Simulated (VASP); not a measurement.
Crystal: Si.

```
CELL_PARAMETERS angstrom
2.62054 0.00000 0.00000
-1.31027 2.26946 0.00000
0.00000 0.00000 2.46635
ATOMIC_POSITIONS crystal
Si 0.00000 0.00000 0.00000
```

This isn't the form of Si at room conditions, which is diamond.

| Property | Result |
| --- | --- |
| Program | VASP 6.6.1 |
| Task | relaxation of cell and atoms |
| Functional | AM05 |
| Potentials or basis | VASP PAW PBE potentials, release 64 (Si) |
| Cutoff | 600 eV |
| k mesh | 12 × 12 × 11 |
| Occupations | fermi-dirac, width 0.05 eV |
| Spin | no spin polarisation |

At the start: pressure -0.8 GPa; volume 14.67 Å³/atom.

**Question.** Where does the relaxation end?

**Answer.** Over 6 steps the energy falls by 2.3 meV/atom and the volume is 14.55 Å³/atom (-0.8 %); space group P6/mmm (No. 191, to 0.05 Å).

The path:
```
step  energy change (eV)  largest force (eV/Å)  pressure (GPa)  volume (Å³)
   1              0.0000                0.0000           -0.83        14.67
   2             -0.0016                0.0000            0.34        14.50
   3             -0.0023                0.0000           -0.10        14.56
   4             -0.0023                0.0000           -0.11        14.56
   5             -0.0023                0.0000            0.05        14.54
   6             -0.0023                0.0000           -0.01        14.55
```

Final structure:
```
CELL_PARAMETERS angstrom
2.60208 0.00000 0.00000
-1.30104 2.25347 0.00000
0.00000 0.00000 2.48158
ATOMIC_POSITIONS crystal
Si 0.00000 0.00000 0.00000
```

Caveat: the PAW data sets were made with another functional, which shifts forces and pressure a little.
